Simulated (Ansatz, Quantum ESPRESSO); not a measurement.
# AlAs (F-43m): third-order response, part 3 of 3

Wanted: vibrational spectra of AlAs (F-43m) from linear and non-linear response.

Quantum ESPRESSO 8.0 development, patched; DFT LDA, scalar-relativistic, plane waves, PseudoDojo norm-conserving pseudopotentials.

So far. Step 5 (Linear response at Γ): The acoustic modes at Γ come out as far as 2.3 cm⁻¹ from zero, where they should vanish, a small numerical error; the Born charges miss their sum rule by 0.0065 e, which is good. Step 6 (Zone-centre analysis): The rule moves no optical mode by more than 0.1 cm⁻¹. The relaxed cell has a = 5.624 Å (conventional setting).

## 8. Sum rules set otherwise (asr crystal)

The rule can be imposed in more than one way; the choices should agree where the raw error is small.

The input, dynmat.in:

```
 &input
    fildyn='g.dyn',
    asr='crystal',
    fileig='dynmat.eig',
    lperm=.true.,
 /
```

The run is started by

```console
> dynmat.x -in dynmat.in > dynmat.out
```

Log:

```text
[banner, memory and clock lines left out]
Program DYNMAT v.8.0dev

     Reading Dynamical Matrix from file g.dyn
     ...Force constants read
     ...epsilon and Z* read
     ...Raman cross sections read
     Acoustic Sum Rule: || Z*(ASR) - Z*(orig)|| =    7.974872E-03
     Acoustic Sum Rule: ||dyn(ASR) - dyn(orig)||=    6.251269E-05
     A direction for q was not specified:TO-LO splitting will be absent

     Polarizability (A^3 units)
     multiply by 0.262009 for Clausius-Mossotti correction (not under assume_isolated = 'mt')
        29.905202    0.000000   -0.000000
         0.000000   29.905202   -0.000000
         0.000000    0.000000   29.905202

     IR activities are in (D/A)^2/amu units
     Raman activities are in A^4/amu units
     multiply Raman by 0.004713 for Clausius-Mossotti correction (not under assume_isolated = 'mt')

# mode   [cm-1]    [THz]      IR          Raman   depol.fact
    1     -0.00   -0.0000    0.0000         0.0000    0.7500
    2     -0.00   -0.0000    0.0000         0.0000    0.7500
    3      0.00    0.0000    0.0000         0.0000    0.7500
    4    358.92   10.7600    5.2938        69.5868    0.7500
    5    358.92   10.7600    5.2938        69.5868    0.7500
    6    358.92   10.7600    5.2938        69.5868    0.7500

Electronic dielectric permittivity tensor (relative, adimensional)
         9.449975    0.000000   -0.000000
         0.000000    9.449975   -0.000000
         0.000000    0.000000    9.449975

 ... with zone-center polar mode contributions
        11.420746    0.000000    0.000000
         0.000000   11.420746    0.000000
         0.000000    0.000000   11.420746
```

The job ended after 0.47 s (1 thread of Arm Neoverse N1, shared host).

Zone-centre frequencies as printed; negative means imaginary. Modes:

```csv
mode,frequency (cm⁻¹)
1,0
2,0
3,0
4,358.9
5,358.9
6,358.9
```

Against the first rule no mode moves by more than 0.1 cm⁻¹.

## 9. The LO-TO splitting (1 0 0)

A longitudinal polar mode sets up a macroscopic field that stiffens it; the term hangs on the direction from which q goes to zero.

The input, dynmat.in:

```
 &input
    fildyn='g.dyn',
    asr='simple',
    fileig='dynmat.eig',
    q(1)=1.0,
    q(2)=0.0,
    q(3)=0.0,
 /
```

The run is started by

```console
> dynmat.x -in dynmat.in > dynmat.out
```

Log:

```text
[banner, memory and clock lines left out]
Program DYNMAT v.8.0dev

     Reading Dynamical Matrix from file g.dyn
     ...Force constants read
     ...epsilon and Z* read
     ...Raman cross sections read

     Polarizability (A^3 units)
     multiply by 0.262009 for Clausius-Mossotti correction (not under assume_isolated = 'mt')
        29.905202    0.000000   -0.000000
         0.000000   29.905202   -0.000000
         0.000000    0.000000   29.905202

     IR activities are in (D/A)^2/amu units
     Raman activities are in A^4/amu units
     multiply Raman by 0.004713 for Clausius-Mossotti correction (not under assume_isolated = 'mt')

# mode   [cm-1]    [THz]      IR          Raman   depol.fact
    1     -0.00   -0.0000    0.0000         0.0000    0.7500
    2     -0.00   -0.0000    0.0000         0.0000    0.7500
    3      0.00    0.0000    0.0000         0.0000    0.7500
    4    358.91   10.7597    5.2938        69.5868    0.7500
    5    358.91   10.7597    5.2938        69.5868    0.7500
    6    394.56   11.8287    5.2938        69.5868    0.7500
```

Elapsed: 0.47 s, on 1 thread.

This step gave:

| Item | Value |
| --- | --- |
| highest mode moved by the LO-TO term | 394.6 cm⁻¹ |

Zone-centre frequencies as printed; negative means imaginary. Modes:

```csv
mode,frequency (cm⁻¹)
1,0
2,0
3,0
4,358.9
5,358.9
6,394.6
```

The field moves one mode, from 359 to 395 cm⁻¹; the others stay.

## 10. Cross-check with Ansatz

A second program on the same cell, potentials, cutoff and meshes tests the implementation of the phonon response, not its convergence. Its field response is summed in its own way. Its k mesh is centred on Γ.

This step: DFT LDA, scalar-relativistic, plane waves, PseudoDojo norm-conserving pseudopotentials (Ansatz 0.2.0).

The input, input.yaml:

```yaml
crystal:
  lattice:
    - [-2.8120544407, 0.0, 2.8120544407]
    - [0.0, 2.8120544407, 2.8120544407]
    - [-2.8120544407, 2.8120544407, 0.0]
  atoms:
    - { symbol: Al, position: [0.0, 0.0, 0.0] }
    - { symbol: As, position: [0.25, 0.25, 0.25] }
kpoints:
  mp_grid: { grid: [12, 12, 12] }
hamiltonian:
  xc: lda
  pseudopotentials: { kind: nc, accuracy: standard }
scf:
  occupations: { method: fixed }
output:
  eigenvalues: true
basis:
  ecutwfc: 1088.455
phonons:
  method: dfpt
  dielectric: true
  rigid_motions: translations
  raman: true
```

The run is started by

```console
> ansatz run input.yaml --threads 4 --pin off --max-ram 8192MiB --backend cpu --events-out ev --progress --plain --runs-dir out
```

Log:

```text
Warning: basis.ecutwfc = 1088.455 eV is below the records' recommended 1088.45545 eV, and the density's cutoff is lower with it unless basis.ecutrho_ratio is high enough to keep the records' density cutoff: compare with a run at a higher cutoff
Engine: ansatz 0.2.0, aarch64-unknown-linux-gnu
Pseudopotentials: kind: nc
Pseudopotential: Al, nc, valence charge 3, recommended cutoff 598.650497 eV (normal), Al.nc.azcp (PseudoDojo's, or run here from an input of PseudoDojo's; its table is named by hamiltonian.pseudopotentials.accuracy)
Pseudopotential: As, nc, valence charge 15, recommended cutoff 1088.45545 eV (normal), As.nc.azcp (PseudoDojo's, or run here from an input of PseudoDojo's; its table is named by hamiltonian.pseudopotentials.accuracy)
Functional definition: SPW92
  exchange = slater_x
  correlation = pw_c
Crystal: 2 atoms, lattice volume = 44.473 Å³
Basis set: ecut = 1088.455 eV, 3695 PW (Γ), exchange–correlation on 90×90×90 points (8 copies of the dense FFT grid, shifted against one another)
Bands: 13, of which v1, the nominal top of the filled ones, is band 9 counted from 1 (8 counted from 0)
Symmetry: 24 space group operations
k-points: 280 of 1728 (irreducible under 4 space group operations, time reversal used)
Non-local potential: Al, projectors of the file, l = 0: 2, l = 1: 2, l = 2: 2
Non-local potential: As, projectors of the file, l = 0: 2, l = 1: 2, l = 2: 2
Initial density: superposition of atomic densities (chi_scale 0.1, normalization cell, long waves kept (reshape's long-wave potential 0.00 eV rms))
Initial wavefunctions: pseudopotential atomic-orbital guess
Functional: x = slater, c = lda
SCF iter   1: F=—  HF=-2949.164005 eV  |F-HF|=—  |Δ(HF+E_count)|=         —  Δρ=3.83e-2  dr2=6.83e-1  ethr=3.10e-3  ⟨swp⟩=5.2  Hψ=19190  notcnv=0  defer=530
preconditioner: auto → none  [insulator: Δε(μ)=1.816 eV  Ē_g=10.199 eV  n_scr=14 (ndim 8)  ℏωp=15.7 eV  f_vac=0.000  ε∞_Penn≈3.4]
SCF iter   2: F=—  HF=-2948.980426 eV  |F-HF|=—  |Δ(HF+E_count)|=   1.84e-1  Δρ=1.64e-2  dr2=8.85e-2  ethr=3.10e-3  ⟨swp⟩=2.0  Hψ=6470  notcnv=0  defer=530
SCF iter   3: F=—  HF=-2948.960314 eV  |F-HF|=—  |Δ(HF+E_count)|=   2.01e-2  Δρ=3.96e-3  dr2=6.03e-3  ethr=4.92e-4  ⟨swp⟩=3.0  Hψ=6727  notcnv=0  defer=548
SCF iter   4: F=—  HF=-2948.958730 eV  |F-HF|=—  |Δ(HF+E_count)|=   1.58e-3  Δρ=8.86e-4  dr2=1.12e-4  ethr=3.35e-5  ⟨swp⟩=2.2  Hψ=5127  notcnv=0  defer=550
SCF iter   5: F=—  HF=-2948.958712 eV  |F-HF|=—  |Δ(HF+E_count)|=   1.82e-5  Δρ=4.12e-5  dr2=3.71e-7  ethr=6.21e-7  ⟨swp⟩=2.8  Hψ=6234  notcnv=0  defer=549
SCF iter   6: F=—  HF=-2948.958772 eV  |F-HF|=—  |Δ(HF+E_count)|=   5.99e-5  Δρ=9.54e-6  dr2=1.20e-8  ethr=2.06e-9  ⟨swp⟩=2.0  Hψ=4712  notcnv=0  defer=548
SCF iter   7: F=-2948.958772 eV  HF=-2948.958772 eV  |F-HF|=1.36e-12  |Δ(HF+E_count)|=   2.02e-9  Δρ=7.38e-7  dr2=9.01e-11  ethr=1.00e-12  ⟨swp⟩=10.4  Hψ=30641  notcnv=0
SCF 1 converged in 7 iterations: F = -2948.958772 eV  dr2 = 9.01e-11
NSCF: frozen V_eff on 2 k-points
DFPT response loops at Γ: preconditioner auto → none (the input reference at scf.mixing.eps_inf says where Resta's filter doesn't serve); β = 0.50; Broyden in place of MSR1
── the response to a field inside a basis, on 12×12×12 k-points: an SCF that follows is theirs, and a resumed run solves both again ──
Bands: 10, of which v1, the nominal top of the filled ones, is band 9 counted from 1 (8 counted from 0)
k-points: 182
Initial density: handed on by an earlier stage of this run
Initial wavefunctions: pseudopotential atomic-orbital guess (no wavefunctions were taken with the density)
Eigensolver: Dense (182 Hₖ)
SCF iter   1: F=—  HF=-2948.954980 eV  |F-HF|=—  |Δ(HF+E_count)|=         —  Δρ=7.42e-5  dr2=4.01e-7  ethr=1.00e-1
preconditioner: auto → none  [insulator: Δε(μ)=1.416 eV  Ē_g=7.730 eV  n_scr=14 (ndim 8)  ℏωp=15.7 eV  f_vac=0.002  ε∞_Penn≈5.2]
SCF iter   2: F=—  HF=-2948.954981 eV  |F-HF|=—  |Δ(HF+E_count)|=   8.11e-8  Δρ=3.47e-5  dr2=6.88e-8  ethr=2.23e-9
SCF iter   3: F=—  HF=-2948.954981 eV  |F-HF|=—  |Δ(HF+E_count)|=   5.50e-8  Δρ=4.57e-6  dr2=1.07e-9  ethr=3.82e-10
SCF iter   4: F=-2948.954981 eV  HF=-2948.954981 eV  |F-HF|=1.05e-11  |Δ(HF+E_count)|=   1.19e-9  Δρ=1.53e-7  dr2=1.40e-11  ethr=5.92e-12
SCF 1 converged in 4 iterations: F = -2948.954981 eV  dr2 = 1.40e-11
DFPT response loops at Γ: mixed as the last ones told, above
DFPT response loops at Γ: mixed as the last ones told, above
WARN: field response: ε∞ stands inside a basis, on 12×12×12 points; the force constants stand on the 12×12×12 k-mesh, whose period is 13.74 times the interband length at k = (0.0000, 0.0000, 0.0000), direct gap 1.992 eV, under 14: take them and everything formed from them as unconverged, and compare with a denser kpoints.mp_grid
SCF converged after 7 iterations
Free energy (F): -2948.958772 eV
Harris-Foulkes:  -2948.958772 eV  (|F-HF|=1.36e-12)
Internal energy: -2948.958772 eV  (E = F + TS)
E sigma→0 (E₀):  -2948.958772 eV
Fermi energy:    6.462940 eV
--- Per-component energies (eV) ---
  E_band       = -267.237606
  E_kinetic    = 2091.680490
  E_local      = -2551.701469  (includes V_loc(G=0)·N_el)
  E_nonlocal   = -1370.205252
  E_hartree    = 1013.912945
  E_xc         = -666.808438
  E_vxc        = -464.837067  (∫ρ·V_xc dr)
  E_ewald      = -1465.837048
  E_smearing   = -0.000000  (= −TS)
  E_closure    = 0.000000  (closes the sum)
  Σ components = -2948.958772   (vs F -2948.958772, Δ=0.00e0)
--- Band table (eV; the first three rows and the last of 280) ---
  k-point 0: bands = [... 5 lower, -5.5634, 6.4629, 6.4629, 6.4629, 8.4549, 10.7613, 10.7613, 10.7613]
  k-point 1: bands = [... 5 lower, -5.4936, 5.6584, 6.3851, 6.3851, 8.9982, 10.8703, 10.9008, 10.9008]
  k-point 2: bands = [... 5 lower, -5.2905, 4.3202, 6.1957, 6.1957, 9.2496, 11.2023, 11.2023, 11.6478]
  k-point 279: bands = [... 5 lower, -3.5577, 0.9552, 4.2485, 4.2485, 7.7857, 8.6800, 16.8148, 16.8148]
--- Phonons (Γ-DFPT): 2 representative perturbations + reference, on 280 of 1728 k-points (Σ response iterations 7) ---
  k mesh reduced under 4 symmetry operations, with k and −k counted as one. Each operation leaves every solved perturbation unchanged. A smaller set is not considered because the run solves the response to a homogeneous field
  ASR residual: 5.765e-4 → 0.000e0 eV/Å²; symmetrization residual: 2.599e-5 eV/Å²
  ASR residual per site (eV/Å²): 1.77e-4 5.76e-4
  Γ frequencies (cm⁻¹): 0.00 0.00 0.00 358.91 358.91 358.91
  ε∞ (high-frequency dielectric tensor):
        9.394262     0.000000     0.000000
        0.000000     9.394262    -0.000000
        0.000000    -0.000000     9.394262
  ε⁰ (static dielectric tensor: ions relaxed, cell fixed):
       11.361921     0.000000     0.000000
        0.000000    11.361921    -0.000000
        0.000000    -0.000000    11.361921
  ε⁰ − ε∞ (ionic part):
        1.967659    -0.000000     0.000000
       -0.000000     1.967659    -0.000000
        0.000000    -0.000000     1.967659
  softest optical mode at Γ: 358.91 cm⁻¹; the repairs (sum rule, projections) moved no ω² at Γ by more than (1.91 cm⁻¹)²
  Born effective charges Z* (e; rows j = field, columns β = displacement):
    site 0:
         2.13179   -0.00000    0.00000
         0.00000    2.13179   -0.00000
         0.00000    0.00000    2.13179
    site 1:
        -2.13179    0.00000   -0.00000
        -0.00000   -2.13179    0.00000
        -0.00000   -0.00000   -2.13179
  Z* charge neutrality: 1.309e-3 e pre-enforcement
  solved inside a basis spanned on kpoints, on 12×12×12 k-points transformed towards the longest dipole: ε∞ is read to err by 2.7e-2, Z* by 1.6e-2 e (field_mesh: kpoints solves on kpoints); Z* is corrected for what the basis lacks
  Raman tensors (in the event stream and the table raman_tensors.tsv): an entry may err by 4.8e-3 Å², one of the second-order susceptibility by 4.2e-2 pm/V (basis, points and sum rule); their sum over the sites missed zero by 9.767e-5 Å² ahead of its enforcement
  optical modes at Γ without the LO–TO term, one row a degenerate level:
      ω (cm⁻¹)  modes    IR ((D/Å)²/amu)  static Raman (Å⁴/amu)  depolarisation
        358.91      3            15.8557               211.4936           0.750
  optical modes at Γ + LO–TO along q̂ = [1.0000, 0.0000, 0.0000]:
      ω (cm⁻¹)  modes    IR ((D/Å)²/amu)  static Raman (Å⁴/amu)  depolarisation
        358.91      2            10.5705               140.9957           0.750
        394.71      1             5.2852               174.7969           0.750
  optical modes at Γ + LO–TO along q̂ = [0.0000, 1.0000, 0.0000]:
      ω (cm⁻¹)  modes    IR ((D/Å)²/amu)  static Raman (Å⁴/amu)  depolarisation
        358.91      2            10.5705               140.9957           0.750
        394.71      1             5.2852               174.7969           0.750
  optical modes at Γ + LO–TO along q̂ = [0.0000, 0.0000, 1.0000]:
      ω (cm⁻¹)  modes    IR ((D/Å)²/amu)  static Raman (Å⁴/amu)  depolarisation
        358.91      2            10.5705               140.9957           0.750
        394.71      1             5.2852               174.7969           0.750
```

Wall time 7 min (4 threads); peak memory 2.3 GiB; 27 min of CPU time.

Numbers from this step:

| Quantity | Value |
| --- | --- |
| sum-rule residual before enforcement | 5.76e-4 eV/Å² |
| miss of the charge sum rule | 0.001309 e |
| estimated error of the dielectric tensor | 0.02677 |
| estimated error of the Born charges | 0.01641 e |
| mean high-frequency dielectric constant | 9.394 |
| largest Born charge in size (third of the trace) | 2.132 e |
| mean static dielectric constant | 11.36 |
| highest mode moved by the LO-TO term | 394.7 cm⁻¹ |

Transverse modes. Lines of the infrared spectrum (strongest = 100):

```csv
position (cm⁻¹),label,"IR intensity ((D/Å)²/amu), degenerate modes summed, relative"
359,T2,100
```

Activity x (w_L - w)^4 (n + 1)/w, 532 nm, 300 K. Lines of the Raman spectrum (strongest = 100):

```csv
position (cm⁻¹),label,"Stokes intensity, strongest 100"
359,T2,100
```

The log warns that the force constants on this k mesh are to be taken as unconverged.

## 11. Side by side: QE PseudoDojo and Ansatz, PseudoDojo

Numbers from this step:

| Property | Result |
| --- | --- |
| root-mean-square difference | 0 cm⁻¹ |
| largest difference | 0 cm⁻¹ |

Frequencies side by side, by row:

```csv
q (reciprocal lattice),mode,QE PseudoDojo (cm⁻¹),"Ansatz, PseudoDojo (cm⁻¹)"
0 0 0,1,0,0
0 0 0,2,0,0
0 0 0,3,0,0
0 0 0,4,358.9,358.9
0 0 0,5,358.9,358.9
0 0 0,6,358.9,358.9
```

The two runs side by side. Further quantities:

```csv
quantity,QE PseudoDojo,"Ansatz, PseudoDojo"
mean ε∞,9.45,9.394
"largest Born charge in size (e; the first before, the second after the charge sum rule)",2.137,2.132
summed IR intensity ((D/Å)²/amu),15.88,15.86
summed Raman activity (Å⁴/amu),208.8,211.5
```

At the zone centre the largest difference (acoustic modes at Γ apart) is 0.003 % of the highest mode.

## 12. What came out

```yaml
space_group_after_relaxation: F-43m
volume_per_atom: 22.2 Å³
gap_on_the_k_mesh: 1.32 eV
highest_optical_zone_centre_mode_no_lo_to_term: 358.9 cm⁻¹
highest_mode_moved_by_the_lo_to_term: 394.6 cm⁻¹
mean_high_frequency_dielectric_constant: 9.45
largest_born_charge_in_size_third_of_the_trace: 2.14 e
mean_static_dielectric_constant: 11.4
imaginary_optical_modes_at_the_zone_centre_no_q_mesh_in_this_session: none
largest_difference_from_ansatz_pseudodojo: 0 cm⁻¹
```

In words: The largest Raman activity of AlAs (F-43m) lies at 359 cm⁻¹ and the strongest infrared line at 359 cm⁻¹ (transverse modes). At the LDA level the optical modes of AlAs (F-43m) at the zone centre (no LO-TO term) lie at 359 cm⁻¹. Along the directions run, the highest mode that the macroscopic field moves lies at 395 cm⁻¹. Lattice motion raises the mean dielectric constant from 9.45 to 11.42. The Raman intensities rest on static tensors of the transverse modes; green light lies near or above this gap, where resonance changes them. The Born charge of Al is 2.130 e against a formal charge of +3: moving the atom carries less polarisation than a rigid ion would, as is usual in tetrahedral, largely covalent crystals. The Lyddane-Sachs-Teller relation holds: (ωLO/ωTO)² is 1.21 and ε₀/ε∞ is 1.21. QE PseudoDojo and Ansatz, PseudoDojo agree to 0.01 cm⁻¹ (0.003 % of the highest mode compared) on all solved modes but the acoustic ones at Γ, without the LO-TO term. These are harmonic frequencies at zero temperature: anharmonic shifts and linewidths and thermal expansion are left out. Ansatz's log warns that force constants on this k mesh are to be taken as unconverged, an error that the frequencies of both programs share. The build is a development version in which the Raman tensors of release 7.5 are mended; dynmat.x leaves out the electro-optic term of LO lines.

[Host names and launcher messages were left out of these logs when they were recorded.]

[Logs are printed without paths, hosts, clocks, repeated set-up lines and the standing remarks that a program may print on its own settings, such as how far it seeks lower states.]

[Hosts, paths, dates, database ids (printed as entryN), source tags and the programs' standing remarks are cut or masked in the printed files.]
